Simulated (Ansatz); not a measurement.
Runs of Ansatz 0.2.0 on ZnS (Wurtzite-4H). It takes space group P6_3mc (No. 186, hexagonal). Conventional cell: a = 3.823 Å, b = 3.823 Å, c = 12.520 Å, α = 90.00°, β = 90.00°, γ = 120.00°. Zn (site symmetry 3m) has 4 S at 2.34 to 2.35 Å as nearest neighbours. Zn (site symmetry 3m) has 4 S at 2.34 to 2.35 Å as nearest neighbours. S (site symmetry 3m) has 4 Zn at 2.34 to 2.35 Å as nearest neighbours. Around S (site symmetry 3m) lie 4 Zn at 2.34 to 2.35 Å. 

| level | gap on the mesh (eV) | pressure (GPa) | relaxed volume (Å³/atom) | largest force (eV/Å) |
| --- | --- | --- | --- | --- |
| revPBE+D3(BJ) | 2.39 | 0.0 | 19.17 | 0.01 |
| revPBE+D4 | (c) | 0.0 | (b) | - |
| BLYP+D3(BJ) | (a) | 0.0 | 19.53 | 0.01 |
| RPBE+D4 | 2.42 | 0.0 | 19.27 | 0.01 |

Alike in all rows: task relaxation of cell and atoms; potentials or basis Ansatz PAW; no spin polarisation; cell relaxed; k mesh 8 × 8 × 3; cutoff (eV) 420; smearing fermi-dirac 0.05 eV.

Task: Fill in the values left out.

Result: (a) 2.17; (b) 19.23; (c) 2.38.

Caveats: odd divisions of the mesh miss points on the zone boundary, where band edges often lie, so the gap on the mesh can be too wide; the plane-wave basis is chosen anew once the cell has moved, so the energies of steps on either side of that aren't comparable; the PAW data sets come from PBE, with cores solved anew for the run's functional, which leaves a small shift of forces and pressure.

A k mesh can miss the band edges.
